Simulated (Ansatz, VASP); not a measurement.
**Two plane-wave programs on SnO2**

```
Sn O
1.0
     3.02327    0.00000    0.00000
     0.00000    4.96468    0.00000
     0.00000    0.00000    5.97696
Sn O
1 2
Cartesian
  1.5116 2.4823 0.0000
  0.0000 2.4823 4.6364
  0.0000 2.4823 1.3405
```

Change from the starting cell: strain = 0.0.

Alike in both runs: task single point; functional PBE; k mesh 9 × 6 × 5; occupations fermi-dirac, width 0.05 eV; no spin polarisation.

|  | VASP | Ansatz |
| --- | --- | --- |
| version | VASP 6.6.1 | Ansatz 0.2.0 |
| potentials or method | VASP PAW PBE potentials, release 64 (Sn_d, O) | Ansatz PAW |
| plane-wave cutoff (eV) | 520 | 420 |
| valence electrons in the cell | 26 | 26 |

|  | VASP | Ansatz | Ansatz less VASP |
| --- | --- | --- | --- |
| gap on the k mesh at the Fermi level (eV) | 1.29 | 1.31 | +0.026 |
| least direct gap on the mesh (eV) | 1.85 | 1.86 | +0.012 |
| pressure (GPa) | 0.8 | 0.5 | -0.28 |
| largest component of the traceless stress (GPa) | 0.33 | 0.04 | -0.292 |
| rms of the force components (eV/Å) | 0.045 | 0.000 | -0.0445 |

Atom by atom the forces differ by 0.045 eV/Å (rms over components). With one functional, cell and mesh, what is left measures potentials, basis and numerics.

Caveats: spin-orbit coupling is left out, which moves the levels of the heavy elements; an odd mesh through Γ misses points on the zone boundary, where band edges often lie (VASP); odd divisions of the mesh miss points on the zone boundary, where band edges often lie, so the gap on the mesh can be too wide (Ansatz); the pressure holds a Pulay correction of +0.3 GPa for the finite cutoff (Ansatz).
